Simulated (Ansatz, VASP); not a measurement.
**Li2H in VASP and in Ansatz**

The input INCAR:

```
SYSTEM = Li2H
ALGO = Normal
EDIFF = 1E-6
EDIFFG = -0.01
ENCUT = 600
GGA = PE
IBRION = 2
ISIF = 3
ISMEAR = 0
LASPH = .True.
LCHARG = .False.
LREAL = .False.
LWAVE = .False.
NELM = 100
NSW = 100
PREC = Accurate
SIGMA = 0.1
```

File KPOINTS:

```
k-points
0
Gamma
  16 16 8
  0 0 0
```

Contents of POSCAR:

```
Li2H
1.0
    1.2757907214     -5.6222294714      0.0000000000
    1.2757907214      5.6222294714      0.0000000000
    0.0000000000      0.0000000000      4.9854333985
Li H
4 2
Direct
    0.0493920144      0.9506079856      0.2680584640
    0.9506079856      0.0493920144      0.7680584640
    0.8144977066      0.1855022934      0.3484494286
    0.1855022934      0.8144977066      0.8484494286
    0.4361461521      0.5638538479      0.4584931374
    0.5638538479      0.4361461521      0.9584931374
```

Input for Ansatz:

```yaml
crystal:
  lattice:
    - [1.2757907214, -5.6222294714, 0.0]
    - [1.2757907214, 5.6222294714, 0.0]
    - [0.0, 0.0, 4.9854333985]
  atoms:
    - { symbol: Li, position: [0.0493920144, 0.9506079856, 0.268058464] }
    - { symbol: Li, position: [0.9506079856, 0.0493920144, 0.768058464] }
    - { symbol: Li, position: [0.8144977066, 0.1855022934, 0.3484494286] }
    - { symbol: Li, position: [0.1855022934, 0.8144977066, 0.8484494286] }
    - { symbol: H, position: [0.4361461521, 0.5638538479, 0.4584931374] }
    - { symbol: H, position: [0.5638538479, 0.4361461521, 0.9584931374] }
basis:
  ecutwfc: 420
kpoints:
  mp_grid: { grid: [16, 16, 8] }
hamiltonian:
  xc: pbe
scf:
  occupations: { method: gaussian, width: 0.1 }
output:
  forces: true
  stress: true
  eigenvalues: true
relax:
  adjacent_minimum: "off"
  f_tol: 0.01
  max_steps: 80
  cell: { stress_tol: 0.05 }
```

Change from the starting cell: species swapped into the MoP2 type (Cmc2_1, No. 36).

Alike in both runs: task relaxation of cell and atoms; functional PBE; k mesh 16 × 16 × 8; occupations gaussian, width 0.1 eV; no spin polarisation.

|  | VASP | Ansatz |
| --- | --- | --- |
| version | VASP 6.6.1 | Ansatz 0.2.0 |
| potentials or method | VASP PAW PBE potentials, release 64 (Li_sv, H) | scalar-relativistic, plane waves, PAW |
| plane-wave cutoff (eV) | 600 | 420 |
| valence electrons in the cell | 14 | 14 |

|  | VASP | Ansatz | Ansatz less VASP |
| --- | --- | --- | --- |
| gap on the k mesh at the Fermi level, each at its own relaxed structure (eV) | none | none | - |
| relaxed volume (Å³/atom) | 11.80 | 11.86 | +0.063 |
| relaxed cell length with the largest relative difference (Å) | 4.918 | 4.929 | +0.0118 |

A gap of «none» marks a metal or a gap that the smearing closes.

Caveats: the cutoff is under 1.25 times the usual one of these potentials, so pressure, stress and relaxed cells hold a basis-set (Pulay) error (VASP).
